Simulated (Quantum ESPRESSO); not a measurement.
Crystal: BN.

```
N B
1.0
     0.00000    1.81300    1.81300
     1.81300    0.00000    1.81300
     1.81300    1.81300    0.00000
N B
1 1
Direct
  0.25000 0.25000 0.25000
  0.00000 0.00000 0.00000
```

The cell is a database's computed one.

Base run:

```yaml
Program: Quantum ESPRESSO 7.5
Functional: PBE
Potentials_or_basis: GBRV 1.5 PBE
Cutoff: 612 eV
Density_cutoff: 4898 eV
k_mesh: 13 × 13 × 13
Occupations: fermi-dirac, width 0.05 eV
Spin: no spin polarisation
```

Its results: band gap on the k mesh 4.54 eV, indirect (least direct gap 8.78 eV); pressure -0.5 GPa.

Question: The run is repeated on the same cell with these changes: potentials or basis from GBRV 1.5 PBE to PseudoDojo 0.5 SR PBE stringent; cutoff from 612 eV to 1143 eV; density cutoff from 4898 eV to 4572 eV. What comes out?

Answer: Band gap on the k mesh 4.60 eV, indirect (least direct gap 8.83 eV); pressure -0.8 GPa.

A k mesh can miss the band edges.
